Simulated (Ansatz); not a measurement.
C6H8 can be A, `C1=CCC=CC1`, or B, `C1=CCCC=C1`.

Program: Ansatz. Geometries: PBE0-D4/def2-TZVP. ΔE: electronic, gas phase. CBS: MP2 limit from def2 TZ/QZ plus the TZ coupled-cluster correction, frozen cores. Functionals use def2-TZVPP. B3LYP here is the variant with VWN-RPA as its local correlation; programs differ in this.

(1) Which isomer does CCSD(T)/CBS put lower? Give the gap. (Best estimate.)

(2) Give E(B) − E(A) in kcal/mol with LDA (SPW92), ωB97M-V, B2PLYP, PBE0-D4, B3LYP, CCSD(T)/def2-TZVPP, r2SCAN-D4. (An estimate is asked.)

(3) Does the order hold for the free energy at 298.15 K (harmonic terms from PBE0-D4)? (Estimate.)

Largest T1 diagnostic: 0.011.

Answers

(1) The calculation gave: B, by 0.1 kcal/mol. So small a gap doesn't settle the order.

(2) Computed: LDA (SPW92) -0.3, ωB97M-V 0.3, B2PLYP -0.2, PBE0-D4 0.2, B3LYP 0.1, CCSD(T)/def2-TZVPP -0.2, r2SCAN-D4 -0.4. The order is the other way round with ωB97M-V, PBE0-D4.

(3) Ansatz gave: Too close to call: G(B) − G(A) = -0.3 kcal/mol.

At CCSD(T), def2-SVP lies −0.9 kcal/mol from the extrapolated value and def2-TZVPP −0.1 kcal/mol. In def2-TZVPP, CCSD(T) changes the Hartree–Fock value by −2.0 kcal/mol (the triples alone add −0.7 kcal/mol) and MP2 by −2.7 kcal/mol.
